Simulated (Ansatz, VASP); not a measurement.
## Sr in VASP and in Ansatz

```
Sr
1.0
    -2.42500    2.42500    2.42500
     2.42500   -2.42500    2.42500
     2.42500    2.42500   -2.42500
Sr
1
Direct
  0.00000 0.00000 0.00000
```

Alike in both runs: task single point; functional PBE; k mesh 3 × 3 × 3; occupations fermi-dirac, width 0.05 eV; no spin polarisation.

|  | VASP | Ansatz |
| --- | --- | --- |
| version | VASP 6.6.1 | Ansatz 0.2.0 |
| potentials or method | VASP PAW PBE potentials, release 64 (Sr_sv), cutoff 520 eV | all-electron LAPW, scalar-relativistic |

```csv
,VASP,Ansatz,Ansatz less VASP
pressure (GPa),-0.1,-0.1,-0.01
```

Ansatz ran all-electron here, so the differences hold the error of VASP's frozen core and of both bases.

Caveats: the k mesh is coarse (spacing up to 0.61 Å⁻¹), so the values aren't converged.
